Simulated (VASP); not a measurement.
All values below come from PBE GGA, VASP's PBE PAW potentials (set 64) (plane waves; VASP 6.6.1).

A VASP calculation is set up with these files.

### POSCAR
```
ZrO2
1
    0.0000000000     2.5591991735     2.5591991735
    2.5591991735     0.0000000000     2.5591991735
    2.5591991735     2.5591991735     0.0000000000
Zr O
1 2
Direct
  0.0000000000   0.0000000000   0.0000000000
  0.2500000000   0.2500000000   0.2500000000
  0.7500000000   0.7500000000   0.7500000000
```

INCAR:
```
! general
SYSTEM   =  ZrO2
PREC     =  Accurate
ENCUT    =  520   ! plane-wave cut-off (eV)
LREAL    =  .FALSE.   ! projection in real space or not
LASPH    =  .TRUE.   ! aspherical one-centre terms

! electronic loop
EDIFF    =  1E-7   ! SCF stop (eV)
NELM     =  100
ALGO     =  Normal   ! blocked Davidson
LMAXMIX  =  4

! smearing
ISMEAR   =  -5   ! tetrahedra, Bloechl

! functional
GGA      =  PE   ! PBE

! ions
ISIF     =  2   ! forces and stress, cell fixed

! output
LWAVE    =  .FALSE.
LCHARG   =  .TRUE.
LORBIT   =  11   ! lm-projected
NEDOS    =  601   ! DOS grid

! other
LEFG     =  .TRUE.
```

KPOINTS:
```
Automatic mesh
0
Gamma
8 8 8
0 0 0
```

POTCAR, in this order: Zr_sv O (PBE.64 set). Program: vasp_std.

The run wrote:

**OUTCAR**
```
 ion  position               nearest neighbor table
   1  0.000  0.000  0.000-   2 2.22   3 2.22   3 2.22   3 2.22   3 2.22   2 2.22   2 2.22   2 2.22
  LATTYP: Found a face centered cubic cell.
 ALAT       =     5.1183983470
 Subroutine PRICEL returns:
 Original cell was already a primitive cell.
 Subroutine GETGRP returns: Found 48 space group operations
The static configuration has the point symmetry O_h .
The dynamic configuration has the point symmetry O_h .
 Subroutine INISYM returns: Found 48 space group operations
 Subroutine IBZKPT returns following result:
 Found     29 irreducible k-points:

 Following reciprocal coordinates:
            Coordinates               Weight
  0.000000  0.000000  0.000000      1.000000
  0.125000  0.000000  0.000000      8.000000
  0.250000  0.000000  0.000000      8.000000
  0.375000  0.000000  0.000000      8.000000
  0.500000  0.000000  0.000000      4.000000
  0.125000  0.125000  0.000000      6.000000
  0.250000  0.125000  0.000000     24.000000
  0.375000  0.125000  0.000000     24.000000
  0.500000  0.125000  0.000000     24.000000
 -0.375000  0.125000  0.000000     24.000000
 -0.250000  0.125000  0.000000     24.000000
 -0.125000  0.125000  0.000000     12.000000
  0.250000  0.250000  0.000000      6.000000
  0.375000  0.250000  0.000000     24.000000
  0.500000  0.250000  0.000000     24.000000
 -0.375000  0.250000  0.000000     24.000000
 -0.250000  0.250000  0.000000     12.000000
  0.375000  0.375000  0.000000      6.000000
  0.500000  0.375000  0.000000     24.000000
 -0.375000  0.375000  0.000000     12.000000
  0.500000  0.500000  0.000000      3.000000
  0.375000  0.250000  0.125000     24.000000
  0.500000  0.250000  0.125000     48.000000
 -0.375000  0.250000  0.125000     24.000000
  0.500000  0.375000  0.125000     24.000000
 -0.375000  0.375000  0.125000     48.000000
 -0.250000  0.375000  0.125000     24.000000
 -0.375000  0.500000  0.125000     12.000000
 -0.250000  0.500000  0.250000      6.000000
   k-points           NKPTS =     29   k-points in BZ     NKDIM =     29   number of bands    NBANDS=     16
   number of dos      NEDOS =    601   number of ions     NIONS =      3
   total plane-waves  NPLWV =  21952
   dimension x,y,z NGX =    28 NGY =   28 NGZ =   28
   dimension x,y,z NGXF=    56 NGYF=   56 NGZF=   56
   ions per type =               1   2
   PREC   = accura    normal or accurate (medium, high low for compatibility)
   ISTART =      0    job   : 0-new  1-cont  2-samecut
   ICHARG =      2    charge: 1-file 2-atom 10-const
   ISPIN  =      1    spin polarized calculation?
   LNONCOLLINEAR =      F non collinear calculations
   LSORBIT =      F    spin-orbit coupling
   INIWAV =      1    electr: 0-lowe 1-rand  2-diag
   ENCUT  =  520.0 eV  38.22 Ry    6.18 a.u.   6.73  6.73  6.73*2*pi/ulx,y,z
   NELM   =    100;   NELMIN=  2; NELMDL= -5     # of ELM steps
   EDIFF  = 0.1E-06   stopping-criterion for ELM
   LREAL  =      F    real-space projection
   NLSPLINE    = F    spline interpolate recip. space projectors
   LMAXMIX     =    4 max onsite mixed and CHGCAR
   VOSKOWN=      0    Vosko Wilk Nusair interpolation
   EDIFFG = 0.1E-05   stopping-criterion for IOM
   NSW    =      0    number of steps for IOM
   NBLOCK =      1;   KBLOCK =      1    inner block; outer block
   IBRION =     -1    ionic relax: 0-MD 1-quasi-New 2-CG
   NFREE  =      0    steps in history (QN), initial steepest desc. (CG)
   ISIF   =      2    stress and relaxation
   ISYM   =      2    0-nonsym 1-usesym 2-fastsym
   TEIN   =    0.0    initial temperature
   TEBEG  =    0.0;   TEEND  =   0.0 temperature during run
   SMASS  =  -3.00    Nose mass-parameter (am)
   PSTRESS=    0.0 pullay stress
...
```

**OSZICAR**
```
       N       E                     dE             d eps       ncg     rms          rms(c)
DAV:   1     0.191927302438E+03    0.19193E+03   -0.14615E+04   928   0.154E+03
DAV:   2    -0.272481536285E+02   -0.21918E+03   -0.21742E+03  1224   0.388E+02
DAV:   3    -0.347501472408E+02   -0.75020E+01   -0.74971E+01  1352   0.741E+01
DAV:   4    -0.349509498492E+02   -0.20080E+00   -0.20075E+00  1320   0.900E+00
DAV:   5    -0.349534733364E+02   -0.25235E-02   -0.25235E-02  1200   0.910E-01    0.240E+01
DAV:   6    -0.286490733623E+02    0.63044E+01   -0.36752E+01  1032   0.468E+01    0.953E+00
DAV:   7    -0.285953537580E+02    0.53720E-01   -0.14499E+00  1280   0.987E+00    0.596E+00
DAV:   8    -0.285660926628E+02    0.29261E-01   -0.17351E-01  1232   0.435E+00    0.461E-01
DAV:   9    -0.285671413261E+02   -0.10487E-02   -0.14837E-02  1248   0.883E-01    0.327E-01
DAV:  10    -0.285683299759E+02   -0.11886E-02   -0.50119E-03  1128   0.717E-01    0.143E-01
DAV:  11    -0.285683545488E+02   -0.24573E-04   -0.17157E-03  1232   0.343E-01    0.137E-01
DAV:  12    -0.285682940017E+02    0.60547E-04   -0.34060E-04  1024   0.146E-01    0.539E-03
DAV:  13    -0.285682957158E+02   -0.17141E-05   -0.13931E-05  1200   0.274E-02    0.329E-03
DAV:  14    -0.285682960611E+02   -0.34532E-06   -0.25598E-06  1144   0.109E-02    0.568E-03
DAV:  15    -0.285682958413E+02    0.21982E-06   -0.29207E-07  1000   0.510E-03    0.689E-04
DAV:  16    -0.285682958269E+02    0.14411E-07   -0.15380E-08   592   0.109E-03
   1 F= -.28568296E+02 E0= -.28568296E+02  d E =0.000000E+00
```

### OUTCAR
```
------------------------ aborting loop because EDIFF is reached ----------------------------------------
  FORCE on cell =-STRESS in cart. coord.  units (eV):
  Direction    XX          YY          ZZ          XY          YZ          ZX
  --------------------------------------------------------------------------------------
  Total       -0.0080972     -0.0080972     -0.0080972     -0.0000000     -0.0000000      0.0000000
  in kB       -0.3869930     -0.3869930     -0.3869930     -0.0000000     -0.0000000      0.0000000
  external PRESSURE =      -0.3869930 kB  Pullay stress =       0.0000000 kB
  volume of cell :       33.52
      direct lattice vectors                 reciprocal lattice vectors
     0.000000000  2.559199174  2.559199174    -0.195373617  0.195373617  0.195373617
     2.559199174  0.000000000  2.559199174     0.195373617 -0.195373617  0.195373617
     2.559199174  2.559199174  0.000000000     0.195373617  0.195373617 -0.195373617
 POSITION                                       TOTAL-FORCE (eV/Angst)
 -----------------------------------------------------------------------------------
      0.00000      0.00000      0.00000        -0.000000     -0.000000      0.000000
      1.27960      1.27960      1.27960        -0.000000     -0.000000     -0.000000
      3.83880      3.83880      3.83880         0.000000      0.000000      0.000000
 -----------------------------------------------------------------------------------
    total drift:                                0.000000      0.000000      0.000000
  FREE ENERGIE OF THE ION-ELECTRON SYSTEM (eV)
  ---------------------------------------------------
  free  energy   TOTEN  =       -28.5682958269 eV

  energy  without entropy=      -28.5682958269  energy(sigma->0) =      -28.56829583

 total charge

# of ion       s       p       d       tot
------------------------------------------
    1        2.166   6.046   1.286   9.498
    2        1.563   3.529   0.000   5.092
    3        1.563   3.529   0.000   5.092
--------------------------------------------------
tot          5.292  13.104   1.286  19.682
```
(Selected blocks of OUTCAR.)

**OUTCAR**
```
 val. band max:        7.0358645268   @ k =   0.5000   0.5000   0.0000

 cond. band min:      10.3424443649   @ k =   0.0000   0.0000   0.0000


 Fermi energy:         7.0995687936

 k-point     1 :       0.0000    0.0000    0.0000
  band No.  band energies     occupation
      1     -41.1314      2.00000
      2     -18.9492      2.00000
      3     -18.9492      2.00000
      4     -18.9492      2.00000
      5     -11.0810      2.00000
      6      -8.5841      2.00000
      7       1.9004      2.00000
      8       1.9004      2.00000
      9       1.9004      2.00000
     10       6.5107      2.00000
     11       6.5107      2.00000
     12       6.5107      2.00000
     13      10.3424      0.00000
     14      10.3424      0.00000
     15      13.4913      0.00000
     16      16.2025      0.00000

 k-point     2 :       0.1250    0.0000    0.0000
  band No.  band energies     occupation
      1     -41.1252      2.00000
      2     -19.0516      2.00000
      3     -18.9589      2.00000
      4     -18.9589      2.00000
      5     -10.8745      2.00000
      6      -8.7345      2.00000
      7       2.0476      2.00000
      8       2.0476      2.00000
      9       2.3064      2.00000
     10       6.1438      2.00000
     11       6.2377      2.00000
     12       6.2377      2.00000
     13      10.6185      0.00000
     14      10.6185      0.00000
     15      13.9606      0.00000
     16      15.7038      0.00000

 k-point     3 :       0.2500    0.0000    0.0000
  band No.  band energies     occupation
      1     -41.1101      2.00000
      2     -19.2836      2.00000
      3     -18.9819      2.00000
      4     -18.9819      2.00000
      5     -10.4249      2.00000
      6      -9.0089      2.00000
      7       2.4097      2.00000
      8       2.4097      2.00000
      9       3.2666      2.00000
     10       5.4138      2.00000
     11       5.7554      2.00000
     12       5.7554      2.00000
     13      11.0159      0.00000
...
```

The compound is ZrO2 in the fluorite structure, the high-temperature cubic form, which is unstable at 0 K; the monoclinic form is the stable one. It was relaxed first.
